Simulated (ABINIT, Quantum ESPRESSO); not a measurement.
Given: the input of a run of Quantum ESPRESSO 7.5 on TiSi2. The cell comes from a database or a generator and needn't be the stable form of this composition.

pw.in

```
&CONTROL
  calculation = 'scf'
  prefix = 'pwscf'
  outdir = './tmp'
  pseudo_dir = './pseudo'
  tprnfor = .true.
  tstress = .true.
  disk_io = 'nowf'
/
&SYSTEM
  ibrav = 0
  nat = 3
  ntyp = 2
  ecutwfc = 55
  ecutrho = 440
  nbnd = 16
  occupations = 'smearing'
  smearing = 'fd'
  degauss = 0.00367493
/
&ELECTRONS
  conv_thr = 6d-10
  electron_maxstep = 120
  mixing_beta = 0.5
/
ATOMIC_SPECIES
Ti    47.8670 ti_pbe_v1.4.uspp.F.UPF
Si    28.0850 Si.pbe-n-rrkjus_psl.1.0.0.UPF
CELL_PARAMETERS angstrom
   4.3746400000    0.0000000000    0.0000000000
  -2.1873200000    3.7885500000    0.0000000000
   0.0000000000    0.0000000000    2.5610100000
ATOMIC_POSITIONS crystal
Ti     0.0000000000    0.0000000000    0.0000000000
Si     0.3333300000    0.6666700000    0.5000000000
Si     0.6666700000    0.3333300000    0.5000000000
K_POINTS automatic
7 7 10 0 0 0
```

Potentials or basis: SSSP 1.3 efficiency PBE.

Command:

```console
$ OMP_NUM_THREADS=1 pw.x -in pw.in > pw.out
```

Problem. Set up the same calculation for ABINIT 10.8.3 (patched build). Potentials or basis there: JTH PAW PBE v2.0, cutoff 408 eV.

Solution. As run (cutoffs and basis follow the program's own potentials, and thresholds, step limits or extra output files can differ):

File run.abi:

```
# Pseudopotentials
pp_dirpath "./"
pseudos "Ti.GGA_PBE-JTH.xml, Si.GGA_PBE-JTH.xml"

# Structure
structure "poscar:POSCAR"
natom 3

# Plane-wave basis
ecut 15.0
pawecutdg 30.0
pawxcdev 0

# k points
kptopt 1
ngkpt 7 7 10
nshiftk 1
shiftk 0.0 0.0 0.0

# Exchange and correlation
ixc 11

# Bands and occupations
nband 14
occopt 3
tsmear 0.00183747

# SCF cycle
nstep 100
tolvrs 1.0e-9

# Output
iomode 3
prtwf 0
prtden 0
prteig 0
prtebands 0
```

File POSCAR:

```
TiSi2
1.0
    4.3746400000      0.0000000000      0.0000000000
   -2.1873200000      3.7885500000      0.0000000000
    0.0000000000      0.0000000000      2.5610100000
Ti Si
1 2
Direct
    0.0000000000      0.0000000000      0.0000000000  Ti
    0.3333300000      0.6666700000      0.5000000000  Si
    0.6666700000      0.3333300000      0.5000000000  Si
```

Potentials or basis: JTH PAW PBE v2.0.

Command:

```sh
$ abinit run.abi > log 2>&1
```

Both were run:

|  | Quantum ESPRESSO | ABINIT |
| --- | --- | --- |
| Pressure | -0.2 GPa | 0.0 GPa |

Pressure is positive in compression.
